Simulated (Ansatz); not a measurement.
Relaxed bulk WC, space group P-6m2 (No. 187):

Space group P-6m2 (No. 187). a = 2.922 Å, b = 2.922 Å, c = 2.847 Å, α = 90.00°, β = 90.00°, γ = 120.00°
| atom | site | symmetry | x | y | z |
| --- | --- | --- | --- | --- | --- |
| W | 1a | -6m2 | 0.0000 | 0.0000 | 0.0000 |
| C | 1f | -6m2 | 0.6667 | 0.3333 | 0.5000 |

All numbers below come from Ansatz, DFT PBE, scalar-relativistic, plane waves, PAW. Cutoff 420 eV, k spacing 0.19 to 0.25 Å⁻¹, dipole correction; no spin polarisation.

Slabs with different planes and terminations (top/bottom plane) are cut from it in 1×1 cells and relaxed. Each holds whole formula units counted by W and an excess Δn of C (negative: a deficit); ΔE is its energy over those formula units in the bulk and the excess in the standard state of C. The formation energy of WC is -0.292 eV a formula unit (uncorrected), so Δμ(C) runs from -0.292 eV to 0 if no other compound intervenes.

```csv
slab,A (Å²),Δn(C),ΔE (eV)
"(001) W/W, W4C3",7.39,-1.00,3.395
"(001) C/C, W4C5",7.39,+1.00,5.319
```

Question: Work out each slab's surface energy at the C-rich and C-poor ends.

Answer: γ = [ΔE − Δn·Δμ(C)]/(2A) × 16.02 J/m² per eV/Å², the mean of both faces:

| slab | C-rich (J/m²) | C-poor (J/m²) |
| --- | --- | --- |
| (001) W/W, W4C3 | 3.68 | 3.36 |
| (001) C/C, W4C5 | 5.77 | 6.08 |

Question: Does the lowest surface change with the conditions?

Answer: No: among these slabs (001) W/W, W4C3 is lowest at both ends, and since each γ is a straight line in Δμ, throughout the range.

Only the planes named were cut, so another facet can lie lower still. Reconstructions in larger cells weren't sought.